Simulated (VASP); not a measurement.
Si: relaxation of cell and atoms with PBE

Si:

```xyz
4
Lattice="3.8313 0.0000 0.0000 -1.9157 3.3180 0.0000 0.0000 0.0000 6.3326" Properties=species:S:1:pos:R:3 pbc="T T T"
Si    0.0000    2.2120    0.3990
Si    1.9157    1.1060    3.5653
Si    0.0000    2.2120    2.7673
Si    1.9157    1.1060    5.9336
```

This isn't the form of Si at room conditions, which is diamond.

```yaml
Program: VASP 6.6.1
Task: relaxation of cell and atoms
Functional: PBE
Potentials_or_basis: VASP PAW PBE potentials, release 64 (Si)
Cutoff: 600 eV
k_mesh: 12 × 12 × 6
Occupations: gaussian, width 0.02 eV
Spin: no spin polarisation
Dipole_correction: no
Further_INCAR_settings: ALGO = Normal; EDIFF = 1e-07; IBRION = 2; EDIFFG = -0.005; NSW = 100; ISIF = 3
```

```yaml
Relaxed_volume: 20.42 Å³/atom
Relaxed_cell: a = 3.850 Å, b = 3.850 Å, c = 6.364 Å, α = 90.00°, β = 90.00°, γ = 120.00°
Space_group_after_relaxing_to_0.05_Å: P6_3/mmc (No. 194)
Energy_gained_by_relaxing: 1.3 meV/atom
Ionic_steps: 5
Pressure_after_relaxing: 0.0 GPa
Band_gap_on_the_k_mesh: 0.45 eV, indirect (least direct gap 1.00 eV)
```

Step by step:
```tsv
step	energy change (eV)	largest force (eV/Å)	pressure (GPa)	volume (Å³)
1	0.0000	0.0053	1.36	80.50
2	-0.0028	0.0050	-0.86	82.51
3	-0.0050	0.0050	0.01	81.70
4	-0.0050	0.0050	-0.02	81.72
5	-0.0050	0.0007	0.01	81.69
```

Final structure:
```
Si
1.0
     3.85003    0.00000    0.00000
    -1.92502    3.33423    0.00000
     0.00000    0.00000    6.36401
Si
4
Direct
  0.33333 0.66667 0.06295
  0.66667 0.33333 0.56295
  0.33333 0.66667 0.43705
  0.66667 0.33333 0.93705
```

Levels at points of the mesh, in eV from the valence-band top:
```
           k point  band 6  band 7  band 8  band 9  band 10  band 11
(0.00, 0.00, 0.00)   -0.34    0.00    0.00    1.00     2.02     2.02
(0.50, 0.00, 0.00)   -3.00   -2.92   -1.42    0.45     2.33     3.01
(0.00, 0.00, 0.50)   -0.91   -0.91   -0.91    1.77     1.77     2.99
(0.50, 0.00, 0.50)   -2.42   -2.38   -2.38    0.92     0.92     1.70
```

It took 110 s on 1 thread of AMD EPYC 9R45 (Zen 5), with other jobs on the host, peak memory 0.22 GiB.

A k mesh can miss the band edges.
